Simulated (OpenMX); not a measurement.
Crystal: Si.

```
Si
1.0
     0.00000    2.72185    2.72185
     2.72185    0.00000    2.72185
     2.72185    2.72185    0.00000
Si
2
Direct
  0.50931 0.48936 0.50317
  0.74387 0.75191 0.74386
```

The cell isn't the ideal one: atoms moved at random, drawn with an rms of 0.05 Å.

Base run:

| Quantity | Value |
| --- | --- |
| Program | OpenMX 3.8.5 |
| Functional | PBE |
| Potentials or basis | OpenMX 2013 PBE set, Si7.0-s2p1d1, grid cutoff 260 Ry |
| k mesh | 9 × 9 × 9 |
| Occupations | fermi-dirac, width 0.05 eV |
| Spin | no spin polarisation |

Its results: band gap on the k mesh 0.51 eV, indirect (least direct gap 2.13 eV); pressure 1.9 GPa; largest force 0.979 eV/Å.

The run is repeated on the same cell with these changes: potentials or basis from OpenMX 2013 PBE set, Si7.0-s2p1d1, grid cutoff 260 Ry to OpenMX 2013 PBE set, Si7.0-s3p3d2, grid cutoff 260 Ry. What comes out?

Band gap on the k mesh 0.24 eV, indirect (least direct gap 2.05 eV); pressure 1.8 GPa; largest force 0.934 eV/Å.

Caveats: an odd mesh through Γ misses points on the zone boundary, where band edges often lie; the basis of atomic orbitals isn't converged, which shifts pressures, moduli and gaps.
